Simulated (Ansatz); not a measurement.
## Phases of SnTe at 17 GPa

Structure types of SnTe are relaxed in primitive cells with their symmetry kept at 17 GPa, on PAW files; LAPW relaxes the small cells further and takes the PAW cell for the others (marked *). The enthalpy is E + pV at zero temperature, without zero-point motion. Only the types listed were tried, and differences under about 5 meV/atom are mesh noise. The real phase may be another.

Computed with Ansatz 0.2.0; functional PBE, scalar-relativistic. Settings: Fermi–Dirac smearing of 0.1 eV, no spin polarisation. Methods: LAPW: all electrons, basis error target 0.5 meV/atom; PAW: frozen-core files, cutoff 420 eV.

k meshes: rocksalt 13×13×13, CsCl 13×13×13, zincblende 12×12×12, wurtzite 9×9×5, NiAs 10×10×6.

Spin–orbit coupling is left out, which matters for the heavy atoms.

| start type | ends as | a, b, c (Å) | V (Å³/atom) | H − H(lowest), LAPW (meV/atom) |
| --- | --- | --- | --- | --- |
| rocksalt | rocksalt, Fm-3m | 5.905, 5.905, 5.905 | 25.74 | ? |
| CsCl | CsCl, Pm-3m | 3.594, 3.594, 3.594 | 23.21 | 0.0 |
| zincblende | zincblende, F-43m | 6.388, 6.388, 6.388 | 32.58 | 1318.1 |
| wurtzite* | flat h-MgO, P6_3/mmc | 4.887, 4.887, 5.857 | 30.28 | ? |
| NiAs* | distorted NiAs, P6_3/mmc | 3.781, 3.781, 8.058 | 24.95 | 102.5 |

Task: What belongs in the row "rocksalt", column "H − H(lowest), LAPW (meV/atom)"?

Result: 77.7.

Task: Fill in "H − H(lowest), LAPW (meV/atom)" for the row "wurtzite*".

Result: 840.8.

Task: Split the lead of CsCl over rocksalt into energy and pV.

Result: For rocksalt less CsCl: ΔE = -191.1 meV/atom, and p·ΔV = 17 GPa × +2.5335 Å³ × 6.242 meV/(GPa·Å³) = +268.8 meV/atom, together 77.7 meV/atom. CsCl wins by its smaller volume, against the internal energy.
